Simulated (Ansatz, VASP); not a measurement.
Two plane-wave programs on Be

Contents of INCAR:

```
PREC = Accurate
ENCUT = 520
EDIFF = 1E-6
ISMEAR = 0
SIGMA = 0.15
LREAL = False
LASPH = True
NELM = 60
ALGO = Fast
ISIF = 2
LWAVE = False
LCHARG = False
GGA = PS
NBANDS = 9
```

File KPOINTS:

```
regular mesh
0
Gamma
  24 24 14
```

Contents of POSCAR:

```
Be
1.0
    2.2995019849      0.0000000000      0.0000000000
   -1.1497509925      1.9914271350      0.0000000000
    0.0000000000      0.0000000000      3.6009000000
Be
2
Direct
    0.4086561997      0.8173123994      0.2500000000
    0.6666666667      0.3333333333      0.7500000000
```

Input for Ansatz:

```yaml
crystal:
  lattice:
    - [2.2995019849, 0.0, 0.0]
    - [-1.1497509925, 1.991427135, 0.0]
    - [0.0, 0.0, 3.6009]
  atoms:
    - { symbol: Be, position: [0.4086561997, 0.8173123994, 0.25] }
    - { symbol: Be, position: [0.6666666667, 0.3333333333, 0.75] }
basis:
  ecutwfc: 420
kpoints:
  mp_grid: { grid: [24, 24, 14] }
hamiltonian:
  xc: pbesol
scf:
  occupations: { method: gaussian, width: 0.15 }
output:
  forces: true
  stress: true
  eigenvalues: true
```

Alike in both runs: task single point; functional PBEsol; k mesh 24 × 24 × 14; occupations gaussian, width 0.15 eV; no spin polarisation.

|  | VASP | Ansatz |
| --- | --- | --- |
| version | VASP 6.6.1 | Ansatz 0.2.0 |
| potentials or method | VASP PAW PBE potentials, release 64 (Be) | scalar-relativistic, plane waves, PAW |
| plane-wave cutoff (eV) | 520 | 420 |
| valence electrons in the cell | 4 | 4 |

|  | VASP | Ansatz | Ansatz less VASP |
| --- | --- | --- | --- |
| gap on the k mesh at the Fermi level (eV) | none | none | - |
| pressure (GPa) | -3.5 | -3.8 | -0.32 |
| largest component of the traceless stress (GPa) | 8.04 | 7.97 | -0.075 |
| rms of the force components (eV/Å) | 0.719 | 0.718 | -0.0010 |

Atom by atom the forces differ by 0.001 eV/Å (rms over components). A gap of «none» marks a metal or a gap that the smearing closes. The functional is the same, so the differences come from potentials, cutoffs and numerics.

Caveats: the PAW data sets were made with another functional, which shifts forces and pressure a little (VASP).
